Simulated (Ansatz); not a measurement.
The following input was run with Ansatz 0.2.0.

```yaml
crystal:
  lattice:
    - [0.0, 1.725385275, 1.725385275]
    - [1.725385275, 0.0, 1.725385275]
    - [1.942285275, 1.942285275, -0.2169]
  atoms:
    - { symbol: Cu, position: [0.0, 0.0, 0.0] }
basis:
  ecutwfc: 420
kpoints:
  mp_grid: { grid: [18, 18, 18] }
hamiltonian:
  xc: pbesol
scf:
  occupations: { method: gaussian, width: 0.1 }
output:
  forces: true
  stress: true
  eigenvalues: true
```

Launched with
```bash
ansatz run input.yaml --threads 1 --pin off --max-ram 1331MiB --backend cpu --events-out ev --progress --plain --runs-dir out
```

Level of theory: DFT PBEsol, scalar-relativistic, plane waves, PAW in Ansatz.

Abridged output:

```
Pseudopotentials: kind: paw
Pseudopotential: Cu, paw, valence charge 19, recommended cutoff 420 eV (normal)
Functional definition: PBEsol
Crystal: 1 atom, lattice volume = 12.210 Å³
Basis set: ecut = 420 eV, 229 PW (Γ), exchange–correlation on 36×36×40 points (8 copies of the dense FFT grid, shifted against one another)
Bands: 14, of which v1, the nominal top of the filled ones, is band 10 counted from 1 (9 counted from 0)
Symmetry: 12 space group operations
Space group: R-3m (ITA 166), of the structure as read, at distance tolerance 2.3e-5 Å
k-points: 580 of 5832
Initial density: superposition of atomic densities (neutral atoms: chi_scale 0, normalization atom), corrected by the library's trained network
Initial wavefunctions: pseudopotential atomic-orbital guess
Functional: x = pbesol(κ = 0.804, μ = 0.12345679), c = pbesol(β = 0.046)
SCF iter   1: F=—  HF=-6588.637026 eV  |F-HF|=—  |Δ(HF+E_count)|=         —  Δρ=2.17e-2  dr2=3.03e-2  ethr=1.77e-3  ⟨swp⟩=5.4  Hψ=40674  notcnv=0
SCF iter   2: F=—  HF=-6588.630760 eV  |F-HF|=—  |Δ(HF+E_count)|=   6.27e-3  Δρ=5.86e-3  dr2=2.50e-3  ethr=1.59e-4  ⟨swp⟩=2.4  Hψ=15741  notcnv=0  defer=172
SCF iter   3: F=—  HF=-6588.630310 eV  |F-HF|=—  |Δ(HF+E_count)|=   4.51e-4  Δρ=1.39e-3  dr2=1.45e-4  ethr=1.32e-5  ⟨swp⟩=1.0  Hψ=7898  notcnv=0  defer=172
SCF iter   4: F=—  HF=-6588.630258 eV  |F-HF|=—  |Δ(HF+E_count)|=   5.18e-5  Δρ=5.34e-5  dr2=7.75e-8  ethr=7.65e-7  ⟨swp⟩=1.8  Hψ=10222  notcnv=0  defer=172
SCF iter   5: F=—  HF=-6588.630255 eV  |F-HF|=—  |Δ(HF+E_count)|=   2.98e-6  Δρ=8.94e-6  dr2=4.26e-9  ethr=4.08e-10  ⟨swp⟩=2.0  Hψ=13284  notcnv=0  defer=172
SCF iter   6: F=-6588.630255 eV  HF=-6588.630255 eV  |F-HF|=1.82e-12  |Δ(HF+E_count)|=   5.61e-9  Δρ=3.37e-7  dr2=1.04e-11  ethr=2.24e-11  ⟨swp⟩=2.6  Hψ=27368  notcnv=0
SCF 1 converged in 6 iterations: F = -6588.630255 eV  dr2 = 1.04e-11
SCF converged after 6 iterations
Free energy (F): -6588.630255 eV
Harris-Foulkes:  -6588.630255 eV  (|F-HF|=1.82e-12)
Internal energy: -6588.628694 eV  (E = F + TS)
E sigma→0 (E₀):  -6588.629474 eV
Entropy (-TS):   -0.001561 eV (-1.561 meV/atom)
Fermi energy:    15.922450 eV
--- Per-component energies (eV) ---
  E_band       = -373.796400
  E_kinetic    = 300.026981
  E_local      = -4142.632594  (includes V_loc(G=0)·N_el)
  E_nonlocal   = 391.908117
  E_hartree    = 1821.026779
  E_xc         = -88.808831
  E_vxc        = -115.100208  (∫ρ·V_xc dr)
  E_paw        = -1626.668787  (= ΣΔE_a)
  E_vpaw       = -450.052727  (= ΣTr[D̂ρ^β])
  E_aug_tail   = 0.000271  (compensation charges beyond the density's cutoff)
  E_ewald      = -3243.686833
  E_core_change = 0.206202  (= ΣΔE_core)
  E_smearing   = -0.001561  (= −TS)
--- Forces (eV/Å), atoms counted from 1 ---
  atom   1  Cu     0.00000000     0.00000000     0.00000000
--- Stress (GPa, compression-positive) ---
       -5.572788      -8.291649       8.291649
       -8.291649      -5.572788       8.291649
        8.291649       8.291649      -5.572788
  P = ⅓ Tr σ = -5.5728 GPa (-55.728 kbar)
--- Band table (eV; the first three rows and the last of 580) ---
  k-point 0: bands = ["-96.3422", "-53.8234", "-53.8234", "-53.7601", "6.6814", "12.3842", "12.9993", "12.9993", "13.9225", "13.9225", "32.9501", "37.6923", "40.9022", "43.5407"]
  k-point 1: bands = ["-96.3421", "-53.8235", "-53.8235", "-53.7617", "6.7660", "12.3768", "13.0000", "13.0000", "13.9286", "13.9286", "31.7716", "38.9440", "40.8925", "43.2633"]
  k-point 2: bands = ["-96.3417", "-53.8239", "-53.8239", "-53.7660", "7.0170", "12.3580", "13.0008", "13.0008", "13.9477", "13.9477", "29.6119", "40.6923", "41.4655", "42.7534"]
  k-point 579: bands = ["-96.3199", "-53.9273", "-53.9219", "-53.7649", "12.2144", "12.2735", "12.6354", "13.2935", "14.1274", "20.3809", "21.5222", "26.8162", "27.0893", "36.9690"]
```

The run converged.